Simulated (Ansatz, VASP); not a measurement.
# Al2Pd3: VASP beside Ansatz, part 2 of 2

Aim: how closely do two programs agree when they are given the same cell, functional and k mesh? The structure shown is the end of the VASP relaxation below.

VASP 6.6.1 and Ansatz 0.2.0.

So far: The structure; VASP: relaxation, PBE.

## (3) Ansatz: single point, PBE

Level of this step: Ansatz beside VASP: Kohn-Sham DFT, plane waves, PBE (Ansatz).

Ansatz runs on its default PAW (the set named soft_2) files.

The same cell, functional, mesh and smearing now go to Ansatz, which takes its cutoff from its data sets.

input.yaml

```yaml
crystal:
  lattice:
    - [5.57200144, 0.0, 0.0]
    - [0.0, 5.57200144, 0.0]
    - [0.0, 0.0, 21.88]
  atoms:
    - { symbol: Al, position: [0.0, 0.0, 0.66930008] }
    - { symbol: Al, position: [0.5, 0.0, 0.66930008] }
    - { symbol: Al, position: [0.0, 0.5, 0.66930008] }
    - { symbol: Al, position: [0.5, 0.5, 0.66930008] }
    - { symbol: Al, position: [0.0, 0.0, 0.33069992] }
    - { symbol: Al, position: [0.5, 0.0, 0.33069992] }
    - { symbol: Al, position: [0.0, 0.5, 0.33069992] }
    - { symbol: Al, position: [0.5, 0.5, 0.33069992] }
    - { symbol: Pd, position: [0.25, 0.25, 0.59410317] }
    - { symbol: Pd, position: [0.75, 0.25, 0.59410317] }
    - { symbol: Pd, position: [0.25, 0.75, 0.59410317] }
    - { symbol: Pd, position: [0.75, 0.75, 0.59410317] }
    - { symbol: Pd, position: [0.0, 0.0, 0.5] }
    - { symbol: Pd, position: [0.5, 0.0, 0.5] }
    - { symbol: Pd, position: [0.0, 0.5, 0.5] }
    - { symbol: Pd, position: [0.5, 0.5, 0.5] }
    - { symbol: Pd, position: [0.25, 0.25, 0.40589683] }
    - { symbol: Pd, position: [0.75, 0.25, 0.40589683] }
    - { symbol: Pd, position: [0.25, 0.75, 0.40589683] }
    - { symbol: Pd, position: [0.75, 0.75, 0.40589683] }
hamiltonian:
  xc: pbe
  pseudopotentials: { kind: paw }
kpoints:
  mp_grid: { grid: [3, 3, 1] }
scf:
  occupations: { method: gaussian, width: 0.1 }
  n_extra_bands: 9
output:
  forces: true
  eigenvalues: true
```

On the command line:

```console
> ansatz run input.yaml --threads 8 --pin off --max-ram 18432MiB --backend cpu --events-out ev --progress --plain --runs-dir out
```

Numbers of over 12 decimals in the logs are rounded to 6 here.

What it wrote:

```text
scf.n_extra_bands = 9 over 120 filled bands (N_el = 240.0): the run solves 129 bands
Engine: ansatz 0.2.0, aarch64-unknown-linux-gnu
Pseudopotentials: kind: paw
Pseudopotential: Al, paw, valence charge 3, recommended cutoff 420 eV (normal), Al.paw.azcp
Pseudopotential: Pd, paw, valence charge 18, recommended cutoff 420 eV (normal), Pd.paw.azcp
Functional definition: PBE
  parameter kappa = 0.804
  parameter beta = 0.066725
  exchange = pbe_x(kappa = kappa, mu = beta*pi^2/3)
  correlation = pbe_c(beta = beta)
Crystal: 20 atoms, lattice volume = 679.313 Å³
Basis set: ecut = 420 eV, 13301 PW (Γ), exchange–correlation on 80×80×300 points (8 copies of the dense FFT grid, shifted against one another)
Bands: 129, of which v1, the nominal top of the filled ones, is band 120 counted from 1 (119 counted from 0)
Symmetry: 64 space group operations
Space group: P4/mmm (ITA 123), of the structure as read, at distance tolerance 8.8e-5 Å
k-points: 3 of 9
Non-local potential: Al, projectors of the file, l = 0: 2, l = 1: 2, l = 2: 1
Non-local potential: Pd, projectors of the file, l = 0: 2, l = 1: 2, l = 2: 2, l = 3: 1
PAW form: soft (Blöchl's): semilocal exchange-correlation on the pseudo side does not see the compensation charge
PAW one-centre angular grid: Al, 110 points (default); XC on 64 Gauss nodes
PAW one-centre angular grid: Pd, 590 points (default); XC on 64 Gauss nodes
Initial density: superposition of atomic densities (neutral atoms: chi_scale 0, normalization atom), corrected by the library's trained network
Initial wavefunctions: pseudopotential atomic-orbital guess
Functional: x = pbe(κ = 0.804, μ = 0.219515), c = pbe(β = 0.066725)
SCF iter   1: F=—  HF=-87977.976232 eV  |F-HF|=—  |Δ(HF+E_count)|=         —  Δρ=5.19e-3  dr2=5.50e-1  ethr=1.77e-3  ⟨swp⟩=7.7  Hψ=1781  notcnv=0
preconditioner: auto → LDOS  [insulator: Δε(μ)=0.230 eV  Ē_g=4.215 eV  σ=0.100 eV  W_gap=0.57  n_scr=122 (ndim 8)  ℏωp=17.1 eV  f_vac=0.490  D(μ)=13.83/eV (n_scr^D=84)  ε∞_Penn≈17.4  β→1.0]
SCF iter   2: F=—  HF=-87977.969148 eV  |F-HF|=—  |Δ(HF+E_count)|=   7.08e-3  Δρ=5.46e-3  dr2=3.70e-1  ethr=2.29e-4  ⟨swp⟩=2.0  Hψ=677  notcnv=0  defer=8
SCF iter   3: F=—  HF=-87977.933125 eV  |F-HF|=—  |Δ(HF+E_count)|=   3.60e-2  Δρ=6.98e-4  dr2=5.95e-3  ethr=1.54e-4  ⟨swp⟩=2.0  Hψ=552  notcnv=0  defer=8
SCF iter   4: F=—  HF=-87977.933450 eV  |F-HF|=—  |Δ(HF+E_count)|=   3.25e-4  Δρ=4.84e-4  dr2=2.26e-3  ethr=2.48e-6  ⟨swp⟩=3.0  Hψ=698  notcnv=0  defer=8
SCF iter   5: F=—  HF=-87977.933203 eV  |F-HF|=—  |Δ(HF+E_count)|=   2.47e-4  Δρ=1.25e-4  dr2=5.72e-4  ethr=9.43e-7  ⟨swp⟩=2.3  Hψ=621  notcnv=0  defer=8
SCF iter   6: F=—  HF=-87977.933220 eV  |F-HF|=—  |Δ(HF+E_count)|=   1.74e-5  Δρ=5.93e-5  dr2=2.96e-5  ethr=2.38e-7  ⟨swp⟩=2.0  Hψ=508  notcnv=0  defer=8
SCF iter   7: F=—  HF=-87977.933178 eV  |F-HF|=—  |Δ(HF+E_count)|=   4.27e-5  Δρ=1.54e-5  dr2=2.01e-6  ethr=1.23e-8  ⟨swp⟩=3.0  Hψ=632  notcnv=0
SCF iter   8: F=—  HF=-87977.933181 eV  |F-HF|=—  |Δ(HF+E_count)|=   2.79e-6  Δρ=6.36e-6  dr2=3.58e-7  ethr=8.39e-10  ⟨swp⟩=2.7  Hψ=606  notcnv=0
SCF iter   9: F=-87977.933181 eV  HF=-87977.933181 eV  |F-HF|=2.49e-8  |Δ(HF+E_count)|=   3.81e-7  Δρ=1.26e-6  dr2=1.96e-8  ethr=4.17e-11  ⟨swp⟩=11.3  Hψ=1818  notcnv=0
SCF 1 converged in 9 iterations: F = -87977.933181 eV  dr2 = 1.96e-8
  greatest PAW one-centre occupation: 0.999 electrons in one spin orbital (limit 2), on the Pd atom at site 15 (counted from 0), in its partial waves of l = 0
SCF converged after 9 iterations
Free energy (F): -87977.933181 eV
Harris-Foulkes:  -87977.933181 eV  (|F-HF|=2.49e-8)
Internal energy: -87977.865860 eV  (E = F + TS)
E sigma→0 (E₀):  -87977.899521 eV
Entropy (-TS):   -0.067321 eV (-3.366 meV/atom)
Fermi energy:    4.331489 eV
--- Per-component energies (eV) ---
  E_band       = -5040.552499
  E_kinetic    = 6358.304271
  E_local      = -308647.063014  (includes V_loc(G=0)·N_el)
  E_nonlocal   = 2686.874066
  E_hartree    = 150661.790284
  E_xc         = -2343.315683
  E_vxc        = -2772.884688  (∫ρ·V_xc dr)
  E_paw        = -48745.228579  (= ΣΔE_a)
  E_vpaw       = -3989.327247  (= ΣTr[D̂ρ^β])
  E_aug_tail   = 0.002345  (compensation charges beyond the density's cutoff)
  E_ewald      = 112050.770449
  E_smearing   = -0.067321  (= −TS)
  E_closure    = 0.000000  (closes the sum)
  Σ components = -87977.933181   (vs F -87977.933181, Δ=0.00e0)
--- Forces (eV/Å), atoms counted from 1 ---
  atom   1  Al     0.00000000     0.00000000     0.01899545
  atom   2  Al    -0.00000000     0.00000000     0.01899545
  atom   3  Al     0.00000000     0.00000000     0.01899545
  atom   4  Al     0.00000000    -0.00000000     0.01899545
  atom   5  Al    -0.00000000     0.00000000    -0.01899545
  atom   6  Al    -0.00000000     0.00000000    -0.01899545
  atom   7  Al    -0.00000000     0.00000000    -0.01899545
  atom   8  Al     0.00000000     0.00000000    -0.01899545
  atom   9  Pd    -0.00000000     0.00000000    -0.03438589
  atom  10  Pd    -0.00000000     0.00000000    -0.03438589
  atom  11  Pd    -0.00000000     0.00000000    -0.03438589
  atom  12  Pd    -0.00000000     0.00000000    -0.03438589
  atom  13  Pd     0.00000000    -0.00000000     0.00000000
  atom  14  Pd     0.00000000    -0.00000000     0.00000000
  atom  15  Pd     0.00000000    -0.00000000     0.00000000
  atom  16  Pd    -0.00000000    -0.00000000    -0.00000000
  atom  17  Pd    -0.00000000     0.00000000     0.03438589
  atom  18  Pd    -0.00000000     0.00000000     0.03438589
  atom  19  Pd    -0.00000000     0.00000000     0.03438589
  atom  20  Pd    -0.00000000     0.00000000     0.03438589
  max |Σ_I F_I| component: 2.78e-17 eV/Å
--- Band table (eV) ---
  k-point 0: bands = [... 116 lower, 3.9708, 4.0502, 4.1939, 4.1939, 4.8411, 4.9419, 4.9419, 5.0071, ... 5 higher]
  k-point 1: bands = [... 116 lower, 4.0679, 4.1923, 4.2544, 4.3012, 4.3298, 4.6147, 4.8064, 4.9021, ... 5 higher]
  k-point 2: bands = [... 116 lower, 3.5670, 3.8515, 3.8515, 3.8899, 4.7847, 4.7847, 5.0579, 5.1345, ... 5 higher]
```

Run time: 4.4 s. Hardware: 8 threads of Arm Neoverse N1, shared host; peak memory 1.5 GiB.

## (4) Side by side

Known differences besides the potentials themselves: the data sets hold 240 valence electrons in Ansatz (default PAW (the set named soft_2) files) and 144 in VASP; the cutoff is 420 eV in Ansatz and 330 eV in VASP (PREC = Normal, projectors in real space); VASP leaves aspherical gradient terms in its spheres out (LASPH is not set), Ansatz keeps them. Total energies have different zeros and are not compared.

At this near-relaxed geometry the largest component of a force difference is 12 meV/Å.

## (5) Outcome

- r.m.s. force difference (single point, PBE): 5.6 meV/Å

The r.m.s. force difference is 5.6 meV/Å (single point, PBE), within the 12 meV/Å picked in this series as the mark of a large difference. How closely two codes agree says nothing of how well the functional describes the real material.

[Lines on the potential files, build, host, timing and source positions are cut from VASP's logs without a mark.]

[Logs are printed without paths, hosts, clocks, repeated set-up lines and the standing remarks that a program may print on its own settings, such as how far it seeks lower states.]

[Hosts, paths, dates, database ids (printed as entryN), source tags and the programs' standing remarks are cut or masked in the printed files.]
